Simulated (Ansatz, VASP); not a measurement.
# Te: VASP beside Ansatz

INCAR

```
PREC = Accurate
ENCUT = 520
EDIFF = 1E-7
ISMEAR = -1
SIGMA = 0.08
LREAL = False
LASPH = True
NELM = 80
ALGO = Normal
ISIF = 2
LWAVE = False
LCHARG = True
GGA = PS
LELF = True
LVHAR = True
NBANDS = 9
```

The input KPOINTS:

```
regular mesh
0
Gamma
  13 13 13
```

Contents of POSCAR:

```
Te
1.0
    2.6270322842      0.0000000000      0.0000000000
    0.0000000000      2.6270322842      0.0000000000
    0.0000000000      0.0000000000      2.6270322842
Te
1
Direct
    0.0000000000      0.0000000000      0.0000000000
```

Input for Ansatz:

```yaml
crystal:
  lattice:
    - [2.6270322842, 0.0, 0.0]
    - [0.0, 2.6270322842, 0.0]
    - [0.0, 0.0, 2.6270322842]
  atoms:
    - { symbol: Te, position: [0.0, 0.0, 0.0] }
kpoints:
  mp_grid: { grid: [13, 13, 13] }
scf:
  occupations: { method: fermi_dirac, width: 0.08 }
hamiltonian:
  xc: pbesol
  pseudopotentials: { kind: paw }
output:
  forces: true
  stress: true
  eigenvalues: true
  populations: true
```

Change from the starting cell: volume scaled by 0.58, PAW files.

Alike in both runs: task single point; functional PBEsol; k mesh 13 × 13 × 13; occupations fermi-dirac, width 0.08 eV; no spin polarisation.

|  | VASP | Ansatz |
| --- | --- | --- |
| version | VASP 6.6.1 | Ansatz 0.2.0 |
| potentials or method | VASP PAW PBE potentials, release 64 (Te) | PAW with Ansatz's default frozen-core files, scalar-relativistic |
| plane-wave cutoff (eV) | 520 | 420 |
| valence electrons in the cell | 6 | 16 |

```tsv
	VASP	Ansatz	Ansatz less VASP
pressure (GPa)	99.9	98.3	-1.63
```

The two sets of potentials don't hold the same shells in valence.

Caveats: the cell as given lies far from equilibrium; so large a pressure means that the cell lies far from this level's equilibrium, or that cutoff or potentials fall short (VASP); the potentials were made for another functional, which shifts forces and pressure (VASP). The runs have no spin-orbit coupling, so splittings on Te are missing.
